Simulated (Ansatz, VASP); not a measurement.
**Cu in VASP and in Ansatz**

File INCAR:

```
PREC = Accurate ; ENCUT = 600
EDIFF = 1E-6 ; ISMEAR = 0
SIGMA = 0.1 ; LREAL = F
LASPH = T ; NELM = 80
ALGO = Fast ; ISIF = 3
LWAVE = F ; LCHARG = F
GGA = PS ; IBRION = 2
NSW = 100 ; EDIFFG = -0.002
```

Contents of KPOINTS:

```
regular mesh
0
Gamma
  16 16 16
```

POSCAR

```
Cu
1.0
    0.0000000000      1.7818426866      1.7818426866
    1.7818426866      0.0000000000      1.7818426866
    1.7818426866      1.7818426866      0.0000000000
Cu
1
Direct
    0.0000000000      0.0000000000      0.0000000000
```

Input for Ansatz:

```yaml
crystal:
  lattice:
    - [0.0, 1.7818426866, 1.7818426866]
    - [1.7818426866, 0.0, 1.7818426866]
    - [1.7818426866, 1.7818426866, 0.0]
  atoms:
    - { symbol: Cu, position: [0.0, 0.0, 0.0] }
basis:
  ecutwfc: 420
kpoints:
  mp_grid: { grid: [16, 16, 16] }
hamiltonian:
  xc: pbesol
  pseudopotentials: { kind: paw, azcp: { folder: soft_1 } }
scf:
  occupations: { method: gaussian, width: 0.1 }
output:
  forces: true
  stress: true
  eigenvalues: true
  write_density: true
  write_potential: true
  elf: true
  volumetric_format: npy
relax:
  adjacent_minimum: "off"
  f_tol: 0.002
  max_steps: 80
  cell: { stress_tol: 0.02 }
```

Alike in both runs: task relaxation of cell and atoms; functional PBEsol; k mesh 16 × 16 × 16; occupations gaussian, width 0.1 eV; no spin polarisation.

```csv
,VASP,Ansatz
version,VASP 6.6.1,Ansatz 0.2.0
potentials or method,"VASP PAW PBE potentials, release 64 (Cu)","scalar-relativistic, plane waves, PAW"
plane-wave cutoff (eV),600,420
valence electrons in the cell,11,19
```

```csv
,VASP,Ansatz,Ansatz less VASP
"gap on the k mesh at the Fermi level, each at its own relaxed structure (eV)",none,none,-
relaxed volume (Å³/atom),11.38,11.32,-0.061
relaxed cell length with the largest relative difference (Å),2.525,2.520,-0.0045
```

A gap of «none» marks a metal or a gap that the smearing closes. The two sets of potentials don't hold the same shells in valence. Ansatz warned: «pseudo_functional_mismatch».

Caveats: the PAW data sets were made with another functional, which shifts forces and pressure a little (VASP). Zero-point motion and thermal expansion aren't in these numbers.
